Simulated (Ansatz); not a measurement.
A plane-wave DFT run in Ansatz 0.2.0 (scalar-relativistic PAW potentials unless the input names others): input and command.

```yaml
crystal:
  lattice:
    - [-3.1110021516, 0.0, 0.0]
    - [-1.5555010758, -2.6942068945, 0.0]
    - [-0.3887197188, -0.2244274343, 9.956]
  atoms:
    - { symbol: Al, position: [0.2580509583, 0.2580509583, 0.90375] }
    - { symbol: Al, position: [0.2997009583, 0.2997009583, 0.40375] }
    - { symbol: Al, position: [0.6538592917, 0.6538592917, 0.15375] }
    - { symbol: Al, position: [0.6122092917, 0.6122092917, 0.65375] }
    - { symbol: "N", position: [0.3253157083, 0.3253157083, 0.09625] }
    - { symbol: "N", position: [0.2836657083, 0.2836657083, 0.59625] }
    - { symbol: "N", position: [0.6378240417, 0.6378240417, 0.34625] }
    - { symbol: "N", position: [0.5961740417, 0.5961740417, 0.84625] }
basis:
  ecutwfc: 420
kpoints:
  mp_grid: { grid: [8, 8, 3], shift: [0.5, 0.5, 0.5] }
hamiltonian:
  xc: lda
scf:
  occupations: { method: gaussian, width: 0.05 }
output:
  forces: true
  eigenvalues: true
  stress: true
```

```bash
ansatz run input.yaml --threads 2 --pin off --max-ram 5120MiB --backend cpu --events-out ev --progress --plain --runs-dir out
```

Abridged log:
```
Pseudopotentials: kind: paw
Pseudopotential: Al, paw, valence charge 3, recommended cutoff 420 eV (normal)
Pseudopotential: N, paw, valence charge 5, recommended cutoff 420 eV (normal)
Functional definition: SPW92
Crystal: 8 atoms, lattice volume = 83.448 Å³
Basis set: ecut = 420 eV, 1629 PW (Γ)
Bands: 24, of which v1, the nominal top of the filled ones, is band 16 counted from 1 (15 counted from 0)
Symmetry: 2 space group operations
Space group: Cm (ITA 8), of the structure as read, at distance tolerance 4.4e-5 Å
k-points: 56 of 192 (time reversal used)
Initial density: superposition of atomic densities (neutral atoms: chi_scale 0, normalization atom), corrected by the library's trained network
Initial wavefunctions: pseudopotential atomic-orbital guess
Functional: x = slater, c = lda
SCF iter   1: F=—  HF=-3559.179130 eV  |F-HF|=—  |Δ(HF+E_count)|=         —  Δρ=9.31e-3  dr2=8.36e-2  ethr=1.77e-3  ⟨swp⟩=6.6  Hψ=7604  notcnv=0  defer=9
SCF iter   2: F=—  HF=-3559.154190 eV  |F-HF|=—  |Δ(HF+E_count)|=   2.49e-2  Δρ=2.51e-3  dr2=3.10e-3  ethr=2.61e-4  ⟨swp⟩=3.0  Hψ=2812  notcnv=0  defer=201
SCF iter   3: F=—  HF=-3559.153051 eV  |F-HF|=—  |Δ(HF+E_count)|=   1.14e-3  Δρ=8.39e-4  dr2=2.74e-4  ethr=9.68e-6  ⟨swp⟩=1.9  Hψ=1800  notcnv=0  defer=145
automatic band count: iteration 3 solves 23 bands in place of 24: the levels show a gap, and the empty bands left out lie too high to hold charge; the band table lists the bands solved (type scf.n_extra_bands for more)
SCF iter   4: F=—  HF=-3559.152939 eV  |F-HF|=—  |Δ(HF+E_count)|=   1.13e-4  Δρ=5.83e-5  dr2=3.92e-6  ethr=8.57e-7  ⟨swp⟩=2.0  Hψ=1984  notcnv=0  defer=145
SCF iter   5: F=—  HF=-3559.152938 eV  |F-HF|=—  |Δ(HF+E_count)|=   7.06e-7  Δρ=1.80e-5  dr2=2.21e-7  ethr=1.22e-8  ⟨swp⟩=2.0  Hψ=1813  notcnv=0  defer=145
SCF iter   6: F=-3559.152938 eV  HF=-3559.152938 eV  |F-HF|=2.15e-9  |Δ(HF+E_count)|=   4.96e-8  Δρ=3.93e-6  dr2=7.33e-9  ethr=3.13e-10  ⟨swp⟩=8.8  Hψ=5439  notcnv=0
SCF 1 converged in 6 iterations: F = -3559.152938 eV  dr2 = 7.33e-9
SCF converged after 6 iterations
Free energy (F): -3559.152938 eV
Harris-Foulkes:  -3559.152938 eV  (|F-HF|=2.15e-9)
Internal energy: -3559.152938 eV  (E = F + TS)
E sigma→0 (E₀):  -3559.152938 eV
Fermi energy:    9.207057 eV
--- Forces (eV/Å), atoms counted from 1 ---
  atom   1  Al    -0.63116777    -0.36440488     0.31159154
  atom   2  Al     0.01060200     0.00612107     0.15320725
  atom   3  Al     0.07127512     0.04115071     0.38535546
  atom   4  Al    -0.04246957    -0.02451982     0.13942524
  atom   5  N      0.82029349     0.47359667    -0.37198519
  atom   6  N     -0.00420170    -0.00242585    -0.16389221
  atom   7  N      0.03138274     0.01811883    -0.15647327
  atom   8  N     -0.25570684    -0.14763241    -0.29723534
--- Stress (GPa, compression-positive) ---
       -4.632608      -0.086504       4.227634
       -0.086504      -4.532722       2.440826
        4.227634       2.440825      -4.772005
  P = ⅓ Tr σ = -4.6458 GPa (-46.458 kbar)
```

Apart from outputs and empty bands, the input differs from a reference run on usual settings in kpoints.mp_grid.shift: not typed → [0.5, 0.5, 0.5]. The reference, at the same geometry (not necessarily relaxed), gave pressure -4.64 GPa, largest force 1.017 eV/Å, gap on the mesh 3.91 eV. This run converged in 6 SCF iterations (reference: 6) with an energy at zero smearing 0.02 meV/atom below the reference's, pressure -4.65 GPa, largest force 1.018 eV/Å, gap on the mesh 4.34 eV.

It took 5.6 s on 2 threads of Intel(R) Xeon(R) Platinum 8259CL CPU @ 2.50GHz (Skylake/Cascade Lake), on a shared host, peak memory 0.41 GiB.